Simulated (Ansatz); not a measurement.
Sn (diamond), relaxed with r2SCAN in Ansatz 0.2.0: it is cubic, Fd-3m (No. 227); conventional cell a = 6.569 Å, 35.43 Å³ an atom. Around Sn lie 4 Sn at 2.84 Å. The cell was then strained (x, y and z are the cube axes), with the atoms relaxed again; stress is positive in compression. (Simulation; spin polarisation is off.)

- Uniaxial +0.56 % along z, other directions held: r2SCAN's stress changes by -0.33 GPa along the strain and -0.18 GPa across it.
- Isotropic -1.11 % on every length: the pressure changes by +1.56 GPa.
- Uniaxial strain of +1.95 % along [111], atoms relaxed: the xy stress changes by -0.343 GPa.

Estimate C₁₁, C₁₂ and the bulk modulus from the uniaxial step.
With compression positive, C₁₁ ≈ −Δσ∥/ε = (+0.33)/(+0.0056) = 59 GPa and C₁₂ ≈ (+0.18)/(+0.0056) = 32 GPa; B = (C₁₁ + 2C₁₂)/3 = 41 GPa. A one-sided step carries third-order terms: it reads low by some per cent.

What bulk modulus does the isotropic step give?
Δ ln V = 3 ln(0.9889) = -0.0335, so B ≈ −ΔP/Δ ln V = 47 GPa, against 41 GPa from C₁₁ and C₁₂; one-sided steps of finite size carry third-order terms.

Estimate C₄₄.
A strain ε along [111] has ε_xy = ε/3 = +0.00650, an engineering shear of 2ε/3, so C₄₄ ≈ −Δσ_xy/(2ε/3) = 26 GPa, atoms relaxed.
